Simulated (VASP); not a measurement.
A run of VASP 6.6.1 is set up as follows.

The input INCAR:

```
SYSTEM = Cu
  ALGO = Normal
  EDIFF = 1E-7
  EDIFFG = -0.002
  ENCUT = 520
  GGA = CA
  IBRION = 2
  ISIF = 3
  ISMEAR = 0
  LASPH = .TRUE.
  LCHARG = .FALSE.
  LREAL = .FALSE.
  LWAVE = .FALSE.
  NELM = 60
  NSW = 80
  PREC = Accurate
  SIGMA = 0.1
```

The input KPOINTS:

```
k-points
0
G
  20 20 20
  0 0 0
```

File POSCAR:

```
Cu                                      
1.0
    0.0000000000      1.7621488045      1.7621488045
    1.7621488045     -0.0000000000      1.7621488045
    1.7621488045      1.7621488045     -0.0000000000
  Cu            
     1
Direct
     1.0000000000000000    0.0000000000000000    0.0000000000000000
```

Potentials or basis: VASP PAW LDA potentials, release 64 (Cu).

The run is started by

```bash
$ cat potpaw_LDA.64/Cu/POTCAR > POTCAR
$ mpirun -np 1 vasp_std > vasp.out
```

(1) Predict the space group after relaxing (to 0.05 Å).

(2) What does it give for the relaxed cell?

(3) What does it give for the band gap on the k mesh?

(4) Estimate the relaxed volume.

Results:

(1) Fm-3m (No. 225).

(2) a = 2.492 Å, b = 2.492 Å, c = 2.492 Å, α = 60.00°, β = 60.00°, γ = 60.00°.

(3) none (metal or under the smearing width).

(4) 10.94 Å³/atom.
